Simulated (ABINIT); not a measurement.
A run of ABINIT 10.8.3 (patched build) is set up as follows.

File run.abi:

```
# Pseudopotentials
pp_dirpath "./"
pseudos "Mo.upf, S.upf"

# Structure
acell 3*1.0 Angstrom
rprim
     3.2274645616     0.0000000000     0.0000000000
    -1.6137322808     2.7950663001     0.0000000000
     0.0000000000     0.0000000000     6.3124734200
ntypat 2
znucl 42 16
natom 3
typat 1 2 2
xcart
     0.0000000000     0.0000000000     3.1562367100
     1.6137322810     0.9316887666     4.7007769989
    -0.0000000002     1.8633775335     1.6116964211 Angstrom

# Plane-wave basis
ecut 952.398519 eV

# k points
kptopt 1
ngkpt 7 7 3
nshiftk 1
shiftk 0.0 0.0 0.0

# Exchange and correlation
ixc 11

# Bands and occupations
nband 17
occopt 3
tsmear 0.00183747

# SCF cycle
nstep 100
tolvrs 1.0e-10

# Output
iomode 3
prtwf 0
prtden 0
prteig 0
prtebands 0
enunit 1
```

Potentials or basis: PseudoDojo NC SR PBE v0.4.1 standard.

Launch:

```console
$ mpirun --bind-to none -np 4 abinit run.abi > log 2>&1
```

Task: What does it give for the band gap on the k mesh?

Result: None (metal or under the smearing width).

Task: Estimate the pressure.

Result: 1.1 GPa.

Task: Predict the largest force.

Result: 0.272 eV/Å.

Stress tensor (GPa, compression positive):
```
0.25 0.00 0.00
0.00 0.25 0.00
0.00 0.00 2.83
```

Caveat: this functional lacks dispersion, which binds the layers, so the pressure and a relaxed spacing across them are unreliable.
